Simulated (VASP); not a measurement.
# ZrSe2 (P-3m1) in VASP: notebook, part 2 of 2

VASP 6.6.1. Earlier steps stand in the parts before.

### Step 3. Band structure, PBE

File INCAR:

```
ALGO = Normal ; EDIFF = 1E-7
ENCUT = 520 ; GGA = PE
ISIF = 2 ; ISMEAR = 0
KPAR = 2 ; LASPH = T
LCHARG = F ; LMAXMIX = 4
LREAL = F ; LWAVE = F
NBANDS = 19 ; NELM = 80
PREC = Accurate ; SIGMA = 0.03
```

File KPOINTS:

```
k-points
0
Gamma
  9 9 5
```

File POSCAR:

```
ZrSe2                                   
1.0
    3.7385421888      0.0000000000     -0.0000000000
   -1.8692710944      3.2376725087      0.0000000000
    0.0000000000     -0.0000000000      6.0321894018
  Zr              Se            
     1     2
Direct
     0.0000000000000000    0.0000000000000000    0.0000000000000000
     0.3333333332999970    0.6666666667000030    0.2650002634785272
     0.6666666667000030    0.3333333332999970    0.7349997365214729
```

File KPOINTS_OPT:

```
explicit points
168
Reciprocal
 0.0000000000  0.0000000000  0.0000000000 1
 0.0555555556  0.0000000000  0.0000000000 1
 0.1111111111  0.0000000000  0.0000000000 1
 0.1666666667  0.0000000000  0.0000000000 1
 0.2222222222  0.0000000000  0.0000000000 1
 0.2777777778  0.0000000000  0.0000000000 1
[... 160 lines left out ...]
 0.5000000000  0.0000000000  0.0344920600 1
 0.5000000000  0.0000000000 -0.0344920600 1
```

Potentials or basis: VASP PAW PBE potentials, release 64 (Zr_sv, Se).

The run is started by

```
cat potpaw_PBE.64/Zr_sv/POTCAR potpaw_PBE.64/Se/POTCAR > POTCAR
mpirun -np 2 vasp_std > vasp.out
```

OUTCAR:

```text
EDIFF = 1E-7
   ENCUT = 520
   GGA = PE
   ISIF = 2
   ISMEAR = 0
   LASPH = T
   LREAL = F
   NELM = 80
   PREC = Accurate

 ion  position               nearest neighbor table
   1  0.000  0.000  0.000-   2 2.69   3 2.69   3 2.69   2 2.69   3 2.69   2 2.69
   2  0.333  0.667  0.265-   1 2.69   1 2.69   1 2.69
   3  0.667  0.333  0.735-   1 2.69   1 2.69   1 2.69

  LATTYP: Found a hexagonal cell.
 ALAT       =     3.7385421888
 C/A-ratio  =     1.6135137969

  Lattice vectors:

 A1 = (   3.7385421888,   0.0000000000,   0.0000000000)
 A2 = (  -1.8692710944,   3.2376725087,   0.0000000000)
 A3 = (   0.0000000000,   0.0000000000,   6.0321894018)

Analysis of symmetry for initial positions (statically):
=====================================================================
 Subroutine PRICEL returns:
 Original cell was already a primitive cell.

 Routine SETGRP: Setting up the symmetry group for a
 hexagonal supercell.

 Subroutine GETGRP returns: Found 12 space group operations
 (whereof 12 operations were pure point group operations)
 out of a pool of 24 trial point group operations.

The static configuration has the point symmetry D_3d.

Analysis of symmetry for dynamics (positions and initial velocities):
=====================================================================
 Subroutine PRICEL returns:
 Original cell was already a primitive cell.

 Routine SETGRP: Setting up the symmetry group for a
 hexagonal supercell.

 Subroutine GETGRP returns: Found 12 space group operations
 (whereof 12 operations were pure point group operations)
 out of a pool of 24 trial point group operations.

The dynamic configuration has the point symmetry D_3d.

 Subroutine INISYM returns: Found 12 space group operations
 (whereof 12 operations are pure point group operations),
 and found     1 'primitive' translations

----------------------------------------------------------------------------------------

                                     Primitive cell

  volume of cell :      73.0147

  direct lattice vectors                    reciprocal lattice vectors
     3.738542189  0.000000000  0.000000000     0.267483941  0.154431926  0.000000000
    -1.869271094  3.237672509  0.000000000     0.000000000  0.308863851  0.000000000
     0.000000000  0.000000000  6.032189402     0.000000000  0.000000000  0.165777288

  length of vectors
     3.738542189  3.738542189  6.032189402     0.308863851  0.308863851  0.165777288

  position of ions in fractional coordinates (direct lattice)
     0.000000000  0.000000000  0.000000000
     0.333333333  0.666666667  0.265000263
     0.666666667  0.333333333  0.734999737

  ion indices of the primitive-cell ions
   primitive index   ion index
                 1           1
                 2           2
                 3           3

----------------------------------------------------------------------------------------

 KPOINTS: k-points

Automatic generation of k-mesh.
 Grid dimensions read from file:
 generate k-points for:    9    9    5

 Generating k-lattice:

  Cartesian coordinates                     Fractional coordinates (reciprocal lattice)
     0.029720438  0.017159103  0.000000000     0.111111111  0.000000000  0.000000000
     0.000000000  0.034318206  0.000000000     0.000000000  0.111111111  0.000000000
     0.000000000  0.000000000  0.033155458     0.000000000  0.000000000  0.200000000

  Length of vectors
     0.034318206  0.034318206  0.033155458

  Shift w.r.t. Gamma in fractional coordinates (k-lattice)
     0.000000000  0.000000000  0.000000000

 Subroutine IBZKPT returns following result:
 ===========================================

 Found     50 irreducible k-points:

 Following reciprocal coordinates:
            Coordinates               Weight
  0.000000  0.000000  0.000000      1.000000
  0.111111  0.000000  0.000000      6.000000
  0.222222  0.000000  0.000000      6.000000
  0.333333  0.000000  0.000000      6.000000
  0.444444  0.000000  0.000000      6.000000
  0.111111  0.111111  0.000000      6.000000
[... 16 lines left out ...]
  0.222222  0.111111  0.200000     12.000000
 -0.111111  0.333333  0.200000     12.000000
 [... further k-points ...]
   k-points           NKPTS =     50   k-points in BZ     NKDIM =     50   number of bands    NBANDS=     19
   number of dos      NEDOS =    301   number of ions     NIONS =      3
   total plane-waves  NPLWV =  37632
   dimension x,y,z NGX =    28 NGY =   28 NGZ =   48
   dimension x,y,z NGXF=    56 NGYF=   56 NGZF=   96
   ions per type =               1   2
   NGX,Y,Z   is equivalent  to a cutoff of  12.45, 12.45, 13.23 a.u.
   NGXF,Y,Z  is equivalent  to a cutoff of  24.90, 24.90, 26.46 a.u.
 SYSTEM =  unknown system
   PREC   = accura    normal or accurate (medium, high low for compatibility)
   ISTART =      0    job   : 0-new  1-cont  2-samecut
   ICHARG =      2    charge: 1-file 2-atom 10-const
   ISPIN  =      1    spin polarized calculation?
   LNONCOLLINEAR =      F non collinear calculations
   LSORBIT =      F    spin-orbit coupling
   LASPH  =      T    aspherical Exc in radial PAW
   ENCUT  =  520.0 eV  38.22 Ry    6.18 a.u.   6.95  6.95 11.22*2*pi/ulx,y,z
   NELM   =     80;   NELMIN=  2; NELMDL= -5     # of ELM steps
   EDIFF  = 0.1E-06   stopping-criterion for ELM
   LREAL  =      F    real-space projection
   EDIFFG = 0.1E-05   stopping-criterion for IOM
   NSW    =      0    number of steps for IOM
   IBRION =     -1    ionic relax: 0-MD 1-quasi-New 2-CG
   NFREE  =      0    steps in history (QN), initial steepest desc. (CG)
   ISIF   =      2    stress and relaxation
   ISYM   =      2    0-nonsym 1-usesym 2-fastsym
   POTIM  = 0.5000    time-step for ionic-motion
   TEBEG  =    0.0;   TEEND  =   0.0 temperature during run
   PSTRESS=    0.0 pullay stress
   NELECT =      24.0000    total number of electrons
   NUPDOWN=      -1.0000    fix difference up-down
   EMIN   =  10.00;   EMAX   =-10.00  energy-range for DOS
   EFERMI =   0.00;   METHOD = LEGACY
   ISMEAR =     0;   SIGMA  =   0.03  broadening in eV -4-tet -1-fermi 0-gaus
   EFERMI_NEDOS =   21; number of points for ismear=-14 and -15
   IALGO  =     38    algorithm
   IMIX   =      4    mixing-type and parameters
     AMIX     =   0.40;   BMIX     =  1.00
     AMIX_MAG =   1.60;   BMIX_MAG =  1.00
  volume/ion in A,a.u.               =      24.34       164.24
  Fermi-wavevector in a.u.,A,eV,Ry     =   1.129818  2.135047 17.367686  1.276489
  Thomas-Fermi vector in A             =   2.266513
   LORBIT       =      0    0 simple, 1 ext, 2 COOP (PROOUT), +10 PAW based schemes
   GGA     = PE    functional components
   LHFCALC =     F    Hartree Fock is set to
   AEXX    =    0.0000 exact exchange contribution
   IVDW    =     0    specifies the selected vdW correction
   LEPSILON=     F    determine dielectric tensor
   LRPA    =     F    only Hartree local field effects (RPA)
 non-spin polarized calculation
 Gauss-broadening in eV      SIGMA  =   0.03
  energy-cutoff  :      520.00
  volume of cell :       73.01
 maximum number of plane-waves:      1981
   NGX = 13   NGY = 13   NGZ = 23

 number of electron      23.9999999 magnetization

 Free energy of the ion-electron system (eV)
  ---------------------------------------------------
  ext. energy  EPLUGINS =         0.00000000
  ---------------------------------------------------
  free energy    TOTEN  =       -19.52648547 eV

  energy without entropy =      -19.52639099  energy(sigma->0) =      -19.52643823

 E-fermi :   5.0357     XC(G=0):  -9.7882

 val. band max:        5.0227260051   @ k =   0.0000   0.0000   0.0000
 cond. band min:       5.0715774668   @ k =   0.0000   0.4444   0.4000
 fundamental gap:      0.0488514618
 Fermi energy:         5.0356542074

 k-point     1 :       0.0000    0.0000    0.0000
  band No.  band energies     occupation
      1     -44.5647      2.00000
      2     -22.6220      2.00000
      3     -22.5018      2.00000
      4     -22.5018      2.00000
      5      -8.5397      2.00000
      6      -7.1363      2.00000
[... 11 lines left out ...]
     18       9.7531      0.00000
     19       9.8704      0.00000
[... 489 lines left out ...]
      3     -22.5897      2.00000
      4     -22.5385      2.00000
      5      -7.8175      2.00000
      6      -7.2171      2.00000
[... 11 lines left out ...]
     18      11.7657      0.00000
     19      12.0731      0.00000

 [... further k-points ...]

------------------------ aborting loop because EDIFF is reached ----------------------------------------

  FORCE on cell =-STRESS in cart. coord.  units (eV):
  Direction    XX          YY          ZZ          XY          YZ          ZX
  --------------------------------------------------------------------------------------
  -------------------------------------------------------------------------------------
  Total        1.2470192      1.2470192      1.2984666      0.0000000      0.0000000      0.0000000
  in kB       27.3636205     27.3636205     28.4925427      0.0000000      0.0000000      0.0000000
  external PRESSURE =      27.7399279 kB  Pullay stress =       0.0000000 kB

 VOLUME and BASIS-vectors are now :
 -----------------------------------------------------------------------------
  energy-cutoff  :      520.00
  volume of cell :       73.01
      direct lattice vectors                 reciprocal lattice vectors
     3.738542189  0.000000000  0.000000000     0.267483941  0.154431926  0.000000000
    -1.869271094  3.237672509  0.000000000     0.000000000  0.308863851  0.000000000
     0.000000000  0.000000000  6.032189402     0.000000000  0.000000000  0.165777288

 POSITION                                       TOTAL-FORCE (eV/Angst)
 -----------------------------------------------------------------------------------
      0.00000      0.00000      0.00000        -0.000000      0.000000      0.000000
     -0.00000      2.15845      1.59853        -0.000000      0.000000     -0.015145
      1.86927      1.07922      4.43366         0.000000      0.000000      0.015145
 -----------------------------------------------------------------------------------
    total drift:                               -0.000000      0.000000      0.000000

  FREE ENERGIE OF THE ION-ELECTRON SYSTEM (eV)
  ---------------------------------------------------
  free  energy   TOTEN  =       -19.5264854722 eV

  energy  without entropy=      -19.5263909881  energy(sigma->0) =      -19.52643823
```

Run time: 62 s. Hardware: 2 MPI ranks of Intel Xeon Platinum 8488C (Sapphire Rapids), shared host; peak memory 0.24 GiB.

Results:

- Free energy: -19.5265 eV
- Pressure: 2.8 GPa
- Largest force: 0.015 eV/Å
- Band gap on the k mesh: 0.05 eV, indirect (least direct gap 0.94 eV)
- Band gap along the path: 0.01 eV, indirect (least direct gap 0.94 eV)

Forces on the atoms (eV/Å):
```
Zr   0.000  0.000  0.000
Se   0.000  0.000 -0.015
Se   0.000  0.000  0.015
```

Levels at the corners of the path, in eV from the valence-band top:
```csv
point,band 10,band 11,band 12,band 13,band 14,band 15
Γ,-0.11,-0.11,0.00,0.94,0.94,1.22
M,-2.59,-2.53,-1.57,0.25,2.51,2.93
M,-2.59,-2.53,-1.57,0.25,2.51,2.93
K,-2.56,-2.56,-1.91,1.71,2.51,2.51
K,-2.56,-2.56,-1.91,1.71,2.51,2.51
Γ,-0.11,-0.11,0.00,0.94,0.94,1.22
Γ,-0.11,-0.11,0.00,0.94,0.94,1.22
A,-2.57,-0.39,-0.39,0.89,0.89,1.73
A,-2.57,-0.39,-0.39,0.89,0.89,1.73
L,-2.82,-1.06,-1.06,0.01,2.51,2.90
L,-2.82,-1.06,-1.06,0.01,2.51,2.90
H,-2.81,-2.22,-2.22,1.77,1.94,1.94
H,-2.81,-2.22,-2.22,1.77,1.94,1.94
A,-2.57,-0.39,-0.39,0.89,0.89,1.73
L,-2.82,-1.06,-1.06,0.01,2.51,2.90
M,-2.59,-2.53,-1.57,0.25,2.51,2.93
K,-2.56,-2.56,-1.91,1.71,2.51,2.51
H,-2.81,-2.22,-2.22,1.77,1.94,1.94
```

### Step 4. How close it comes

Step 3. A measured gap of ZrSe2 is 1.2 eV (indirect; quoted in “Stress-Tuned Optical Transitions in Layered 1T-MX2 (M= Hf, Zr, Sn; X= S, Se) Crystals”, 2022, arxiv:2210.12074); the calculated 0.01 eV misses it by -1.19 eV. So large a miss can be the level of theory's own, or it may mean another phase, state or a wrong row. Spin-orbit coupling on Se, Zr is left out. The value is that of PBE, without temperature or zero-point motion. Semilocal functionals fall short of measured gaps as a rule.
